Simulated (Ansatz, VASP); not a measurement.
# One calculation of BN, two programs

```
B N
1.0
     2.52311    0.00000    0.00000
    -1.26155    2.18507    0.00000
     0.00000    0.00000    4.17527
B N
2 2
Direct
  0.33333 0.66667 0.99985
  0.66667 0.33333 0.49985
  0.33333 0.66667 0.37415
  0.66667 0.33333 0.87415
```

Alike in both runs: functional LDA; k mesh 9 × 9 × 6; occupations gaussian, width 0.1 eV; no spin polarisation.

Ansatz relaxed the structure, and its values are those at the end. VASP's run is a single point on that final structure, the one shown.

|  | VASP | Ansatz |
| --- | --- | --- |
| version | VASP 6.6.1 | Ansatz 0.2.0 |
| potentials or method | VASP PAW LDA potentials, release 64 (B, N) | scalar-relativistic, plane waves, PAW |
| plane-wave cutoff (eV) | 520 | 420 |
| valence electrons in the cell | 16 | 16 |

Ansatz gave:

```
gap on the k mesh at the Fermi level (eV) : 4.92
least direct gap on the mesh (eV)         : 8.28
pressure (GPa)                            : -0.2
rms of the force components (eV/Å)        : 0.007
```

What did VASP give for the same quantities?

gap on the k mesh at the Fermi level (eV): 4.90; least direct gap on the mesh (eV): 8.27; pressure (GPa): 1.0; rms of the force components (eV/Å): 0.005.

Ansatz warned: «pseudo_functional_mismatch».

Caveats: an odd mesh through Γ misses points on the zone boundary, where band edges often lie.
